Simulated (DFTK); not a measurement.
KI under changes of volume

One of the cells (44.091 Å³/atom); the others are scaled copies at fixed shape and fractional positions:

```
I K
1.0
     0.00000    3.53277    3.53277
     3.53277    0.00000    3.53277
     3.53277    3.53277    0.00000
I K
1 1
Cartesian
  3.5328 3.5328 3.5328
  0.0000 0.0000 0.0000
```

| Property | Result |
| --- | --- |
| Program | DFTK 0.8.2 |
| Functional | PBEsol |
| Potentials or basis | cp2k.nc.sr.pbe.v0_1.semicore.gth (PBE, GTH) |
| Cutoff | 1361 eV |
| k mesh | 4 × 4 × 4 |
| Occupations | fermi-dirac, width 0.05 eV |
| Spin | no spin polarisation |

```csv
volume (Å³/atom),energy over the lowest point (meV/atom),gap on the mesh (eV)
41.445,?,?
42.327,0.79,3.83
43.209,0.00,3.79
44.091,0.60,3.74
44.973,2.37,3.71
45.854,5.22,3.67
46.736,9.05,3.63
```

Question: What does the run at 41.445 Å³/atom give?

Answer: Energy over the lowest point 3.13 meV/atom; gap on the mesh 3.88 eV.

Worked out: A Birch-Murnaghan fit of order 3 (a polynomial in V^(-2/3)) to the other rows has its minimum at 43.26 Å³/atom with B0 = V·E''(V) = 12.0 GPa and B' = 4.6. It gives 3.08 meV/atom at 41.445 Å³/atom, against the run's 3.13. A straight line through the other rows of the gap, of slope -2 eV per unit of ln V (its deformation potential), extrapolates to 3.87 eV, against the run's 3.88.

Energies are extrapolated to zero smearing.

Caveats: the potentials were made for another functional, which shifts forces and pressure; spin-orbit coupling is left out, which moves the levels of the heavy elements.
